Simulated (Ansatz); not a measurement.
# SnTe: response to strain

SnTe is deformed so: equal xy, yz and zx engineering shear strains of -3 %. What stress and forces result, by LAPW, PAW and all-electron datasets made for the crystal?

Method: DFT PBE, scalar-relativistic, in Ansatz 0.2.0.

### 1 The structure to begin with

The structure is cubic, space group Fm-3m (No. 225). Conventional cell: a = 6.313 Å, b = 6.313 Å, c = 6.313 Å, α = 90.00°, β = 90.00°, γ = 90.00°. Sn (site symmetry m-3m) is surrounded by 6 Te at 3.16 Å. Te (site symmetry m-3m) has 6 Sn at 3.16 Å as nearest neighbours.

Coordinates:

```cif
data_structure
_symmetry_space_group_name_H-M 'Fm-3m'
_symmetry_Int_Tables_number 225
_cell_length_a 6.3130
_cell_length_b 6.3130
_cell_length_c 6.3130
_cell_angle_alpha 90.000
_cell_angle_beta 90.000
_cell_angle_gamma 90.000
_cell_volume 251.60
loop_
_atom_site_label
_atom_site_type_symbol
_atom_site_symmetry_multiplicity
_atom_site_Wyckoff_symbol
_atom_site_fract_x
_atom_site_fract_y
_atom_site_fract_z
_atom_site_occupancy
Sn1 Sn 4 a 0.00000 0.00000 0.00000 1
Te1 Te 4 b 0.50000 0.00000 0.00000 1
```

The file gives the conventional cell by its symmetry; the runs use the cell typed in the input.

Atoms are numbered in the order of the input: Sn1, Te2.

### 2 After the deformation

Space group Fm-3m before, R-3m after.

### 3 LAPW, all electrons

File input.yaml:

```yaml
crystal:
  lattice:
    - [-0.094695, 3.1091525, 3.1091525]
    - [3.1091525, -0.094695, 3.1091525]
    - [3.1091525, 3.1091525, -0.094695]
  atoms:
    - { symbol: Sn, position: [0.0, 0.0, 0.0] }
    - { symbol: Te, position: [0.5, 0.5, 0.5] }
kpoints:
  mp_grid: { grid: [11, 11, 11] }
  band_path:
    path:
      - [0.0, 0.0, 0.0]
      - [0.5, 0.5, 0.5]
      - [0.2579113083, 0.5, 0.7420886917]
      - [-0.2579113083, 0.2579113083, 0.5]
      - [0.0, 0.0, 0.5]
      - [0.0, 0.0, 0.0]
      - [-0.3789556542, 0.0, 0.3789556542]
      - [0.0, 0.3789556542, 0.6210443458]
      - [0.0, 0.5, 0.5]
    npoints: 5
scf:
  occupations: { method: fermi_dirac, width: 0.08 }
hamiltonian:
  xc: pbe
  pseudopotentials: { kind: all_electron, lapw: { basis_error: 0.00025 } }
output:
  forces: true
  stress: true
  eigenvalues: true
```

Command:

```
$ ansatz run input.yaml --threads 1 --pin off --max-ram 3072MiB --backend cpu --events-out ev --progress --plain --runs-dir out
```

### 4 PAW on the default files

File input.yaml:

```yaml
crystal:
  lattice:
    - [-0.094695, 3.1091525, 3.1091525]
    - [3.1091525, -0.094695, 3.1091525]
    - [3.1091525, 3.1091525, -0.094695]
  atoms:
    - { symbol: Sn, position: [0.0, 0.0, 0.0] }
    - { symbol: Te, position: [0.5, 0.5, 0.5] }
kpoints:
  mp_grid: { grid: [11, 11, 11] }
scf:
  occupations: { method: fermi_dirac, width: 0.08 }
hamiltonian:
  xc: pbe
  pseudopotentials: { kind: paw }
output:
  forces: true
  stress: true
  eigenvalues: true
  efg: { contact_densities: true }
  write_density: true
  write_potential: true
  elf: true
  volumetric_format: npy
```

### 5 All-electron PAW on datasets made for the crystal

input.yaml: that of step 4 with these lines changed.

```diff
@@ -14,3 +14,3 @@
   xc: pbe
-  pseudopotentials: { kind: paw }
+  pseudopotentials: { kind: all_electron, datasets: crystal }
 output:
@@ -20,5 +20 @@
   efg: { contact_densities: true }
-  write_density: true
-  write_potential: true
-  elf: true
-  volumetric_format: npy
```

(Steps that only read results are left out.)

Before running it: what results should come out? Wanted: pressure; largest shear or deviatoric stress.

As calculated:

| quantity | value |
| --- | --- |
| pressure | LAPW 2.03, PAW 2.03, crystal datasets 2.03 GPa |
| largest shear or deviatoric stress (LAPW) | 0.44 GPa |

What this shows: The largest part of the stress beyond the pressure is 0.44 GPa in size; the atoms are carried along and not relaxed. No run of the undeformed cell stands beside it, so the pressure holds what the given cell had before the change. PAW: stress within 0.01 GPa of LAPW. Crystal datasets: stress within 0.01 GPa of LAPW. Spin-orbit coupling is left out, though the cell holds Te; in elements this heavy it can shift bands and gaps by tenths of an eV.
